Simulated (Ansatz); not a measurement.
Ni, 1 atom in the cell. Symmetry: Fm-3m, No. 225, cubic system. Conventional cell: a = 3.475 Å, b = 3.475 Å, c = 3.475 Å, α = 90.00°, β = 90.00°, γ = 90.00°. Around Ni (site symmetry m-3m) lie 12 Ni at 2.46 Å. 

* Program: Ansatz 0.2.0
* Task: single point
* Functional: PBE
* Potentials or basis: Ansatz PAW
* Cutoff: 420 eV (not typed: the program's choice for these potentials)
* k mesh: 13 × 13 × 13
* Occupations: gaussian, width 0.021 eV
* Spin: collinear spin, ferromagnetic start
* Starting moments: [1.0] μB

Potentials or basis: Ansatz PAW.

Command:

```console
$ ansatz run input.yaml --threads 2 --pin off --max-ram 5632MiB --backend cpu --events-out ev --progress --plain --runs-dir out
```

Hardware: 2 threads of Intel(R) Xeon(R) Platinum 8259CL CPU @ 2.50GHz (Skylake/Cascade Lake) (shared host).

Estimate the wall time of this run.

Wall time 2.1 s on 2 threads of Intel(R) Xeon(R) Platinum 8259CL CPU @ 2.50GHz (Skylake/Cascade Lake) (shared host), peak memory 0.34 GiB. Counts: scf iterations 12, plane waves 181, k points 84, bands 14.
